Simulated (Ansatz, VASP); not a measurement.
Two plane-wave programs on Y

```
CELL_PARAMETERS angstrom
3.48056 0.00000 0.00000
-1.74028 3.01425 0.00000
0.00000 0.00000 3.25214
ATOMIC_POSITIONS crystal
Y 0.00000 0.00000 0.00000
```

Alike in both runs: task single point; functional r2SCAN; k mesh 6 × 6 × 6; occupations gaussian, width 0.1 eV; no spin polarisation.

|  | VASP | Ansatz |
| --- | --- | --- |
| version | VASP 6.6.1 | Ansatz 0.2.0 |
| potentials or method | VASP PAW PBE potentials, release 64 (Y_sv) | scalar-relativistic, plane waves, PAW |
| plane-wave cutoff (eV) | 520 | 500 |
| valence electrons in the cell | 11 | 11 |

```tsv
	VASP	Ansatz	Ansatz less VASP
gap on the k mesh at the Fermi level (eV)	none	none	-
pressure (GPa)	-0.5	-0.6	-0.08
largest component of the traceless stress (GPa)	0.08	0.10	+0.015
```

A gap of «none» marks a metal or a gap that the smearing closes.

Caveats: the PAW data sets were made with another functional, which shifts forces and pressure a little (VASP).
